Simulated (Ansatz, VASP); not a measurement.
Two plane-wave programs on SrO

```
Sr O
1.0
     4.18971    0.00000    0.00000
    -2.09485    3.62839    0.00000
     0.00000    0.00000    5.04979
Sr O
2 2
Direct
  0.33333 0.66667 0.75000
  0.66667 0.33333 0.25000
  0.33333 0.66667 0.25000
  0.66667 0.33333 0.75000
```

Alike in both runs: task single point; functional LDA; k mesh 6 × 6 × 6; occupations gaussian, width 0.02 eV; no spin polarisation.

```csv
,VASP,Ansatz
version,VASP 6.6.1,Ansatz 0.2.0
potentials or method,"VASP PAW LDA potentials, release 64 (Sr_sv, O)","scalar-relativistic, plane waves, PAW"
plane-wave cutoff (eV),520,420
valence electrons in the cell,32,32
```

|  | VASP | Ansatz | Ansatz less VASP |
| --- | --- | --- | --- |
| gap on the k mesh at the Fermi level (eV) | 2.62 | 2.64 | +0.012 |
| least direct gap on the mesh (eV) | 2.62 | 2.64 | +0.012 |
| pressure (GPa) | 0.7 | 0.0 | -0.67 |

Ansatz warned: «pseudo_functional_mismatch».

A k mesh can miss the band edges. As with any semilocal functional, this LDA gap is likely too small.
